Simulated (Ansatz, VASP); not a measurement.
## TaN: VASP beside Ansatz

INCAR

```
  PREC = Accurate
  ENCUT = 520
  EDIFF = 1E-7
  ISMEAR = -1
  SIGMA = 0.02
  LREAL = F
  LASPH = T
  NELM = 60
  ALGO = Normal
  ISIF = 2
  LWAVE = F
  LCHARG = T
  LELF = T
  LVHAR = T
  NBANDS = 15
```

File KPOINTS:

```
regular mesh
0
Gamma
  12 12 10
```

The input POSCAR:

```
TaN
1.0
    2.9379988584      0.0000000000      0.0000000000
   -1.4689994292      2.5443816477      0.0000000000
    0.0000000000      0.0000000000      2.8830000000
Ta N
1 1
Direct
    0.3333333333      0.6666666667      0.5000000000
    0.0000000000      0.0000000000      0.0000000000
```

Input for Ansatz:

```yaml
crystal:
  lattice:
    - [2.9379988584, 0.0, 0.0]
    - [-1.4689994292, 2.5443816477, 0.0]
    - [0.0, 0.0, 2.883]
  atoms:
    - { symbol: Ta, position: [0.3333333333, 0.6666666667, 0.5] }
    - { symbol: "N", position: [0.0, 0.0, 0.0] }
kpoints:
  mp_grid: { grid: [12, 12, 10] }
  band_path:
    path:
      - [0.0, 0.0, 0.0]
      - [0.5, 0.0, 0.0]
      - [0.3333333333, 0.3333333333, 0.0]
      - [0.0, 0.0, 0.0]
      - [0.0, 0.0, 0.5]
      - [0.5, 0.0, 0.5]
      - [0.3333333333, 0.3333333333, 0.5]
      - [0.0, 0.0, 0.5]
      - [0.5, 0.0, 0.5]
    npoints: 5
scf:
  occupations: { method: fermi_dirac, width: 0.02 }
hamiltonian:
  xc: lda
  pseudopotentials: { kind: all_electron, lapw: { basis_error: 0.00025 } }
output:
  forces: true
  stress: true
  eigenvalues: true
```

Alike in both runs: task single point; functional LDA; k mesh 12 × 12 × 10; occupations fermi-dirac, width 0.02 eV; no spin polarisation.

|  | VASP | Ansatz |
| --- | --- | --- |
| version | VASP 6.6.1 | Ansatz 0.2.0 |
| potentials or method | VASP PAW LDA potentials, release 64 (Ta_pv, N) | all-electron LAPW, scalar-relativistic |
| plane-wave cutoff (eV) | 520 | see its input |

|  | VASP | Ansatz | Ansatz less VASP |
| --- | --- | --- | --- |
| pressure (GPa) | -9.8 | -11.5 | -1.70 |
| largest component of the traceless stress (GPa) | 0.91 | 1.06 | +0.150 |

Ansatz ran all-electron here, so the differences hold the error of VASP's frozen core and of both bases.

Spin-orbit coupling is left out, which matters for the levels of Ta.
